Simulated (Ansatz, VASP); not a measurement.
## Ir in VASP and in Ansatz

```
Ir
1.0
     0.00000    2.87254    2.87254
     2.87254    0.00000    2.87254
     2.87254    2.87254    0.00000
Ir
2
Cartesian
  0.7181 0.7181 0.7181
  5.0269 5.0269 5.0269
```

Alike in both runs: task single point; functional RPBE; k mesh 11 × 11 × 11; occupations fermi-dirac, width 0.1 eV; no spin polarisation.

|  | VASP | Ansatz |
| --- | --- | --- |
| version | VASP 6.6.1 | Ansatz 0.2.0 |
| potentials or method | VASP PAW PBE potentials, release 64 (Ir) | plane waves (420 eV) with PAW, scalar-relativistic |
| plane-wave cutoff (eV) | 520 | 420 |
| valence electrons in the cell | 18 | 34 |

|  | VASP | Ansatz | Ansatz less VASP |
| --- | --- | --- | --- |
| pressure (GPa) | -11.0 | -10.9 | +0.07 |

The functional is the same, so the differences come from potentials, cutoffs and numerics. The two sets of potentials don't hold the same shells in valence.

Caveats: the PAW data sets were made with another functional, which shifts forces and pressure a little (VASP). The runs have no spin-orbit coupling, so splittings on Ir are missing.
